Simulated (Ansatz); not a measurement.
# Ba in Ansatz: convergence with k mesh

Input of the first run (k mesh 2 × 2 × 2); the others differ in this setting and in those tied to it:

The input input.yaml:

```yaml
crystal:
  lattice:
    - [3.9177175405, 0.0, 0.0]
    - [0.0, 3.9177175405, 0.0]
    - [0.0, 0.0, 3.9177175405]
  atoms:
    - { symbol: Ba, position: [0.0, 0.0, 0.0] }
hamiltonian:
  xc: r2scan
  pseudopotentials: { kind: paw, level: accurate }
kpoints:
  mp_grid: { grid: [2, 2, 2] }
scf:
  occupations: { method: fermi_dirac, width: 0.05 }
output:
  forces: true
  stress: true
  eigenvalues: true
```

Potentials or basis: Ansatz PAW earlier set.

Run with:

```console
$ ansatz run input.yaml --threads 2 --pin off --max-ram 5632MiB --backend cpu --events-out ev --progress --plain --runs-dir out
```

This isn't the form of Ba at room conditions, which is bcc.

Hardware: 2 threads of Arm Neoverse V2, with other jobs on the host.

**Question.** The values tried are 2 × 2 × 2, 3 × 3 × 3, 4 × 4 × 4, 5 × 5 × 5, 6 × 6 × 6, 8 × 8 × 8, 9 × 9 × 9, 11 × 11 × 11, loosest first. From which on does the pressure stay within 0.1 GPa of the tightest run that finished?

**Answer.** From 6 × 6 × 6 on.

| k mesh | energy less the tightest run, at zero smearing (meV/atom) | pressure (GPa) | SCF cycles | CPU time (s) | peak memory (GiB) |
| --- | --- | --- | --- | --- | --- |
| 2 × 2 × 2 | -362.24 | -1.88 | 6 | 1.4 | 0.44 |
| 3 × 3 × 3 | -20.85 | -0.25 | 6 | 1.4 | 0.44 |
| 4 × 4 × 4 | 10.33 | -0.40 | 6 | 1.7 | 0.45 |
| 5 × 5 × 5 | -3.18 | 0.20 | 6 | 1.7 | 0.45 |
| 6 × 6 × 6 | 18.84 | 0.02 | 6 | 2.2 | 0.46 |
| 8 × 8 × 8 | 3.22 | -0.05 | 6 | 3 | 0.47 |
| 9 × 9 × 9 | -1.43 | 0.01 | 6 | 3 | 0.47 |
| 11 × 11 × 11 | 0.00 | 0.01 | 6 | 4.1 | 0.48 |

Not settled before the last step: the energy (to 1 meV/atom). Meshes of other sizes hit other points, so gaps and Fermi surfaces needn't settle smoothly. The tightest run that finished is the yardstick and may itself not be fully converged.

Caveat, for the tightest run too: the PAW data sets come from PBE, with cores solved anew for the run's functional, which leaves a small shift of forces and pressure. The run has no spin-orbit coupling, so splittings on Ba are missing.
